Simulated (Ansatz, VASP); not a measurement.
One calculation of MgF2, two programs

```
Mg F
1.0
     4.69758    0.00000    0.00000
     0.00000    4.69758    0.00000
     0.00000    0.00000    3.09299
Mg F
2 4
Direct
  0.50000 0.50000 0.50000
  0.00000 0.00000 0.00000
  0.69643 0.69643 0.00000
  0.80357 0.19643 0.50000
  0.30357 0.30357 0.00000
  0.19643 0.80357 0.50000
```

Alike in both runs: task single point; functional PBE; k mesh 6 × 6 × 8; occupations gaussian, width 0.02 eV; no spin polarisation.

|  | VASP | Ansatz |
| --- | --- | --- |
| version | VASP 6.6.1 | Ansatz 0.2.0 |
| potentials or method | VASP PAW PBE potentials, release 64 (Mg, F) | scalar-relativistic, plane waves, PAW |
| plane-wave cutoff (eV) | 520 | 420 |
| valence electrons in the cell | 32 | 48 |

VASP gave:

```
gap on the k mesh at the Fermi level (eV)       : 6.79
least direct gap on the mesh (eV)               : 6.79
pressure (GPa)                                  : -0.8
largest component of the traceless stress (GPa) : 0.07
```

What did Ansatz give for the same quantities?

gap on the k mesh at the Fermi level (eV): 6.84; least direct gap on the mesh (eV): 6.84; pressure (GPa): 0.0; largest component of the traceless stress (GPa): 0.01.

The two sets of potentials don't hold the same shells in valence.

A k mesh can miss the band edges.
